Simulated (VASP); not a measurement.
Wanted: the native input for a VASP 6.6.1 run.

| Quantity | Value |
| --- | --- |
| Task | relaxation of cell and atoms |
| Functional | revPBE |
| Dispersion | D4 |
| Potentials or basis | VASP PAW PBE potentials, release 64 (As, Ga_d) |
| Cutoff | 600 eV |
| k mesh | 8 × 8 × 8 |
| Occupations | fermi-dirac, width 0.05 eV |
| Spin | no spin polarisation |
| Further INCAR settings | ALGO = Normal; EDIFF = 1e-06; IBRION = 2; EDIFFG = -0.01; NSW = 60; ISIF = 3 |

The structure of GaAs lies in POSCAR:

```
GaAs
1.0
    0.0000000000      2.8268500000      2.8268500000
    2.8268500000      0.0000000000      2.8268500000
    2.8268500000      2.8268500000      0.0000000000
As Ga
1 1
Direct
    0.7500000000      0.7500000000      0.7500000000
    0.0000000000      0.0000000000      0.0000000000
```

The input as run:

INCAR

```
PREC = Accurate
ENCUT = 600
EDIFF = 1E-6
ISMEAR = -1
SIGMA = 0.05
LREAL = F
LASPH = T
NELM = 100
ALGO = Normal
ISIF = 3
LWAVE = F
LCHARG = F
GGA = RE
IVDW = 13
IBRION = 2
NSW = 60
EDIFFG = -0.01
```

KPOINTS

```
Automatic mesh
0
Gamma
  8 8 8
```

Potentials or basis: VASP PAW PBE potentials, release 64 (As, Ga_d).

Command:

```console
$ cat potpaw_PBE.64/As/POTCAR potpaw_PBE.64/Ga_d/POTCAR > POTCAR
$ mpirun -np 1 vasp_std > vasp.out
```

Results of the run:

The relaxed volume is 22.44 Å³/atom. The relaxed cell is a = 3.989 Å, b = 3.989 Å, c = 3.989 Å, α = 60.00°, β = 60.00°, γ = 60.00° and the space group after relaxing (to 0.05 Å) is F-43m (No. 216). The energy gained by relaxing is 0.2 meV/atom. The ionic steps are 3. The pressure after relaxing is 0.0 GPa and the band gap on the k mesh is 0.66 eV, direct. The dispersion energy per atom is -0.696 eV.

Caveat: the PAW data sets were made with another functional, which shifts forces and pressure a little.

Run time: 22 s on 1 thread of Intel(R) Xeon(R) Platinum 8488C (Sapphire Rapids) (shared host), peak memory 0.2 GiB.
